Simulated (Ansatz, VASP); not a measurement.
**Mg in VASP and in Ansatz**

INCAR

```
SYSTEM = Mg
PREC = Accurate
ENCUT = 520
EDIFF = 1E-7
ISMEAR = 0
SIGMA = 0.1
LREAL = .False.
LASPH = .True.
NELM = 60
ALGO = Normal
ISIF = 2
LWAVE = .False.
LCHARG = .True.
GGA = PE
LELF = .True.
LVHAR = .True.
NBANDS = 9
```

The input KPOINTS:

```
Automatic mesh
0
Gamma
  15 15 8
  0 0 0
```

File POSCAR:

```
Mg
1.0
    3.1981353603      0.0000000000      0.0000000000
   -1.5990676801      2.7696664668      0.0000000000
    0.0000000000      0.0000000000      5.1140952049
Mg
2
Direct
    0.3333333333      0.6666666667      0.2500000000
    0.6666666667      0.3333333333      0.7500000000
```

Input for Ansatz:

```yaml
crystal:
  lattice:
    - [3.1981353603, 0.0, 0.0]
    - [-1.5990676801, 2.7696664668, 0.0]
    - [0.0, 0.0, 5.1140952049]
  atoms:
    - { symbol: Mg, position: [0.3333333333, 0.6666666667, 0.25] }
    - { symbol: Mg, position: [0.6666666667, 0.3333333333, 0.75] }
basis:
  ecutwfc: 420
kpoints:
  mp_grid: { grid: [15, 15, 8] }
hamiltonian:
  xc: pbe
scf:
  occupations: { method: gaussian, width: 0.1 }
output:
  forces: true
  stress: true
  eigenvalues: true
```

Alike in both runs: task single point; functional PBE; k mesh 15 × 15 × 8; occupations gaussian, width 0.1 eV; no spin polarisation.

|  | VASP | Ansatz |
| --- | --- | --- |
| version | VASP 6.6.1 | Ansatz 0.2.0 |
| potentials or method | VASP PAW PBE potentials, release 64 (Mg) | scalar-relativistic, plane waves, PAW |
| plane-wave cutoff (eV) | 520 | 420 |
| valence electrons in the cell | 4 | 20 |

|  | VASP | Ansatz | Ansatz less VASP |
| --- | --- | --- | --- |
| gap on the k mesh at the Fermi level (eV) | none | none | - |
| pressure (GPa) | 0.3 | 0.5 | +0.13 |
| largest component of the traceless stress (GPa) | 0.05 | 0.05 | +0.002 |

A gap of «none» marks a metal or a gap that the smearing closes. The functional is the same, so the differences come from potentials, cutoffs and numerics. The two sets of potentials don't hold the same shells in valence.
